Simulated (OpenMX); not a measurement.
**PbO (Litharge) under changes of volume**

One of the cells (19.940 Å³/atom); the others are scaled copies at fixed shape and fractional positions:

```
Pb O
1.0
     3.99000    0.00000    0.00000
     0.00000    3.99000    0.00000
     0.00000    0.00000    5.01000
Pb O
2 2
Direct
  0.50000 0.00000 0.76000
  0.00000 0.50000 0.24000
  0.50000 0.50000 0.00000
  0.00000 0.00000 0.00000
```

```yaml
Program: OpenMX 3.8.5
Functional: PBE
Potentials_or_basis: OpenMX 2013 PBE set, Pb8.0-s3p2d2f1, O6.0-s2p2d1, fixed grid of 54 × 54 × 70 points
k_mesh: 7 × 7 × 7
Occupations: fermi-dirac, width 0.05 eV
Spin: no spin polarisation
```

```csv
volume (Å³/atom),energy over the lowest point (meV/atom),gap on the mesh (eV),largest force (eV/Å)
18.744,67.35,1.19,1.265
19.142,43.97,1.23,0.946
19.541,?,?,?
19.940,13.33,1.31,0.364
20.339,5.01,1.34,0.095
20.738,0.69,1.37,0.140
21.136,0.00,1.39,0.370
```

Task: What does the run at 19.541 Å³/atom give?

Result: Energy over the lowest point 26.16 meV/atom; gap on the mesh 1.27 eV; largest force 0.635 eV/Å.

Worked out: A Birch-Murnaghan fit of order 3 (a polynomial in V^(-2/3)) to the other rows has its minimum at 21.02 Å³/atom with B0 = V·E''(V) = 70 GPa and B' = 4.8 at fixed shape and positions, which overstates the stiffness. It gives 26.14 meV/atom at 19.541 Å³/atom, against the run's 26.16. A parabola through the other rows of the gap, of slope 1.86 eV per unit of ln V there, gives 1.27 eV, against the run's 1.27.

Energies are extrapolated to zero smearing.

Caveats: the basis has few d functions beyond the semicore shells, which can make volumes several per cent too large; spin-orbit coupling is left out, which as a rule narrows the gap of such compounds by several tenths of an eV; an odd mesh through Γ misses points on the zone boundary, where band edges often lie; the basis of atomic orbitals isn't converged, which shifts pressures, moduli and gaps; forces of over 1 eV/Å show positions far from the minimum, so gaps and moduli don't describe the material at rest (some runs).
